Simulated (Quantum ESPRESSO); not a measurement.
A run of Quantum ESPRESSO 7.5:

The input pw.in:

```
&CONTROL
  calculation = 'scf'
  prefix = 'pwscf'
  outdir = './tmp'
  pseudo_dir = './pseudo'
  tprnfor = .true.
  tstress = .true.
  disk_io = 'nowf'
/
&SYSTEM
  ibrav = 0
  nat = 1
  ntyp = 1
  ecutwfc = 55
  ecutrho = 440
  nbnd = 11
  occupations = 'smearing'
  smearing = 'fd'
  degauss = 0.00367493
/
&ELECTRONS
  conv_thr = 2d-10
  electron_maxstep = 120
  mixing_beta = 0.5
/
ATOMIC_SPECIES
Cu    63.5460 Cu.paw.z_11.ld1.psl.v1.0.0-low.upf
CELL_PARAMETERS angstrom
  -1.4107970000    1.4416160000    1.3667370000
   1.3919440000   -1.4545510000    1.3605320000
   1.4609790000    1.5047330000   -1.3802990000
ATOMIC_POSITIONS crystal
Cu     0.0187920000    0.0028610000    0.0143870000
K_POINTS automatic
13 13 13 0 0 0
```

Potentials or basis: SSSP 1.3 efficiency PBE.

Run with:

```sh
$ OMP_NUM_THREADS=1 pw.x -in pw.in > pw.out
```

Hardware: 1 thread of Arm Neoverse V1, with other jobs on the host.

Question: Estimate the wall time of this run.

Answer: Wall time 99 s on 1 thread of Arm Neoverse V1, with other jobs on the host, peak memory 0.16 GiB. Counts: scf iterations 8, bands 11, k points 1099, g dense 12051.
